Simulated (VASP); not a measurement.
## MgO: relaxation of cell and atoms with PBEsol

The system is MgO.

```xyz
2
Lattice="0.0000 2.1085 2.1085 2.1085 0.0000 2.1085 2.1085 2.1085 0.0000" Properties=species:S:1:pos:R:3 pbc="T T T"
Mg    0.0000    0.0000    0.0000
O     2.1085    2.1085    2.1085
```

The cell was built by a generator and needn't be a form met in nature.

* Program: VASP 6.6.1
* Task: relaxation of cell and atoms
* Functional: PBEsol
* Potentials or basis: VASP PAW PBE potentials, release 64 (Mg, O)
* Cutoff: 600 eV
* k mesh: 14 × 14 × 14
* Occupations: gaussian, width 0.03 eV
* Spin: no spin polarisation
* Further INCAR settings: ALGO = Normal; EDIFF = 1e-06; IBRION = 2; EDIFFG = -0.01; NSW = 90; ISIF = 3

```
Relaxed volume                         : 9.31 Å³/atom
Relaxed cell                           : a = 2.975 Å, b = 2.975 Å, c = 2.975 Å, α = 60.00°, β = 60.00°, γ = 60.00°
Space group after relaxing (to 0.05 Å) : Fm-3m (No. 225)
Energy gained by relaxing              : 0.2 meV/atom
Ionic steps                            : 3
Pressure after relaxing                : 0.0 GPa
Band gap on the k mesh                 : 4.66 eV, direct
```

The path:
```tsv
step	energy change (eV)	largest force (eV/Å)	pressure (GPa)	volume (Å³)
1	0.0000	0.0000	-1.04	18.75
2	-0.0003	0.0000	0.38	18.58
3	-0.0004	0.0000	0.00	18.63
```

Final structure:
```yaml
crystal:
  lattice:
    - [0.00000, 2.10392, 2.10392]
    - [2.10392, 0.00000, 2.10392]
    - [2.10392, 2.10392, 0.00000]
  atoms:
    - { symbol: Mg, position: [0.00000, 0.00000, 0.00000] }
    - { symbol: O, position: [0.50000, 0.50000, 0.50000] }
```

Levels at points of the mesh, in eV from the valence-band top:
| k point | band 2 | band 3 | band 4 | band 5 | band 6 | band 7 |
| --- | --- | --- | --- | --- | --- | --- |
| (0.00, 0.00, 0.00) | 0.00 | 0.00 | 0.00 | 4.66 | 15.65 | 15.65 |
| (0.50, 0.00, 0.00) | -4.69 | -0.67 | -0.67 | 7.77 | 12.54 | 16.21 |
| (0.50, 0.50, 0.00) | -4.16 | -1.37 | -1.37 | 8.93 | 9.91 | 13.00 |

It took 22 s on 1 thread of Intel(R) Xeon(R) Platinum 8259CL CPU @ 2.50GHz (Skylake/Cascade Lake), on a shared host, peak memory 0.16 GiB.

Caveat: the PAW data sets were made with another functional, which shifts forces and pressure a little. A k mesh can miss the band edges.
